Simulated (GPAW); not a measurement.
**Equation of state of CuO under LDA**

```
Cu O
1.0
     2.55255    0.00000    0.00000
     0.00000    2.55255    0.00000
     0.00000    0.00000    2.55255
Cu O
1 1
Direct
  0.00000 0.00000 0.00000
  0.50000 0.50000 0.50000
```

Measurements of this composition are mostly on another form, of space group No. 15.

The cell was scaled at fixed shape and fractions and run with GPAW, PAW data sets generated for this functional, cutoff 800 eV; LDA, k mesh 10 × 10 × 10 on the cell of 2 atoms, fermi-dirac occupations of 0.05 eV, no spin polarisation, no spin-orbit coupling. Energies are those that the program minimises, any entropy of the smearing included. For a metal such a mesh isn't converged to the digits shown.

| V (Å³/atom) | energy over the lowest row (meV/atom) |
| --- | --- |
| 7.8167 | 37.27 |
| 7.9830 | 19.09 |
| 8.1493 | 7.24 |
| 8.3156 | ? |
| 8.4819 | 0.00 |
| 8.6482 | 3.40 |
| 8.8145 | 10.85 |

Fit the third-order Birch-Murnaghan form, give V0, B0 and B′, and predict the energy left open.

With y = (V0/V)^(2/3), E = E0 + (9 V0 B0/16) [(y - 1)³ B′ + (y - 1)² (6 - 4y)]. Least squares through the rows shown give V0 = 8.4368 Å³/atom, E0 = -0.18 meV, B0 = 227.3 GPa (1 eV/Å³ = 160.218 GPa) and B′ = 4.78, with a largest miss of 0.01 meV. At V = 8.3156 the form with these constants gives 1.09 meV; the run gave 1.12 meV an atom.

The curve is smooth around a minimum close to 8.4368 Å³/atom, and the withheld point falls almost on the fit. As that point lies inside the fitted range, it tests interpolation rather than behaviour under strong compression. The energy rises faster on compression than on expansion, as expected when Pauli repulsion between the filled O 2p and nearly filled Cu 3d shells grows steeply while the bonding terms change more slowly.

The value of 227.3 GPa belongs to a dense CsCl-type arrangement with eight equal Cu–O contacts, where a uniform strain must shorten every bond. Tenorite, with its roughly square-planar Cu, is more open and can also yield by bending and tilting, so it should be softer. LDA's usual overbinding probably makes the volume somewhat too small and the modulus too high for this structure as well. Cubic symmetry also leaves the d⁹ hole in a degenerate level, which suggests a Jahn-Teller drive towards lower symmetry; a minimum along the volume axis doesn't show that the lattice resists such distortions.
